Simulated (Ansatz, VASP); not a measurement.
**SrTiO3 in VASP and in Ansatz**

File INCAR:

```
SYSTEM = SrTiO3
PREC = Accurate ; ENCUT = 520
EDIFF = 1E-7 ; ISMEAR = 0
SIGMA = 0.1 ; LREAL = .FALSE.
LASPH = .TRUE. ; NELM = 100
ALGO = Normal ; ISIF = 2
LWAVE = .FALSE. ; LCHARG = .FALSE.
GGA = PE ; NBANDS = 28
```

Contents of KPOINTS:

```
regular mesh
0
G
  6 6 6
  0 0 0
```

POSCAR

```
SrTiO3
1.0
    3.9127013100      0.0000000000      0.0000000000
    0.0000000000      3.9127013100      0.0000000000
    0.0000000000      0.0000000000      3.9127013100
Sr Ti O
1 1 3
Direct
    0.0000000000      0.0000000000      0.0000000000
    0.5000000000      0.5000000000      0.5000000000
    0.5000000000      0.0000000000      0.5000000000
    0.5000000000      0.5000000000      0.0000000000
    0.0000000000      0.5000000000      0.5000000000
```

Input for Ansatz:

```yaml
crystal:
  lattice:
    - [3.91270131, 0.0, 0.0]
    - [0.0, 3.91270131, 0.0]
    - [0.0, 0.0, 3.91270131]
  atoms:
    - { symbol: Sr, position: [0.0, 0.0, 0.0] }
    - { symbol: Ti, position: [0.5, 0.5, 0.5] }
    - { symbol: O, position: [0.5, 0.0, 0.5] }
    - { symbol: O, position: [0.5, 0.5, 0.0] }
    - { symbol: O, position: [0.0, 0.5, 0.5] }
basis:
  ecutwfc: 420
kpoints:
  mp_grid: { grid: [6, 6, 6] }
hamiltonian:
  xc: pbe
scf:
  occupations: { method: gaussian, width: 0.1 }
output:
  forces: true
  stress: true
  eigenvalues: true
```

The cell is a database's computed one.

Alike in both runs: task single point; functional PBE; k mesh 6 × 6 × 6; occupations gaussian, width 0.1 eV; no spin polarisation.

```csv
,VASP,Ansatz
version,VASP 6.6.1,Ansatz 0.2.0
potentials or method,"VASP PAW PBE potentials, release 64 (Sr_sv, Ti_sv, O)","scalar-relativistic, plane waves, PAW"
plane-wave cutoff (eV),520,420
valence electrons in the cell,40,40
```

```csv
,VASP,Ansatz,Ansatz less VASP
gap on the k mesh at the Fermi level (eV),1.84,1.87,+0.030
least direct gap on the mesh (eV),2.20,2.22,+0.020
pressure (GPa),3.9,3.2,-0.64
```

With one functional, cell and mesh, what is left measures potentials, basis and numerics.

A k mesh can miss the band edges. A hybrid or GW would open this gap; PBE tends to underestimate it.
